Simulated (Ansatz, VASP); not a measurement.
Two plane-wave programs on NaF

```
CELL_PARAMETERS angstrom
0.00000 2.34988 2.34988
2.34988 0.00000 2.34988
2.34988 2.34988 0.00000
ATOMIC_POSITIONS crystal
Na 0.00000 0.00000 0.00000
F 0.50000 0.50000 0.50000
```

Alike in both runs: functional PBE; k mesh 8 × 8 × 8; occupations gaussian, width 0.02 eV; no spin polarisation.

Ansatz relaxed the structure, and its values are those at the end. VASP's run is a single point on that final structure, the one shown.

|  | VASP | Ansatz |
| --- | --- | --- |
| version | VASP 6.6.1 | Ansatz 0.2.0 |
| potentials or method | VASP PAW PBE potentials, release 64 (Na_pv, F) | scalar-relativistic, plane waves, PAW |
| plane-wave cutoff (eV) | 520 | 420 |
| valence electrons in the cell | 14 | 16 |

VASP gave:

| Item | Value |
| --- | --- |
| gap on the k mesh at the Fermi level (eV) | 6.08 |
| least direct gap on the mesh (eV) | 6.08 |
| pressure (GPa) | -0.1 |

Q: What did Ansatz give for the same quantities?

A: gap on the k mesh at the Fermi level (eV): 6.09; least direct gap on the mesh (eV): 6.09; pressure (GPa): 0.0.

The two sets of potentials don't hold the same shells in valence.
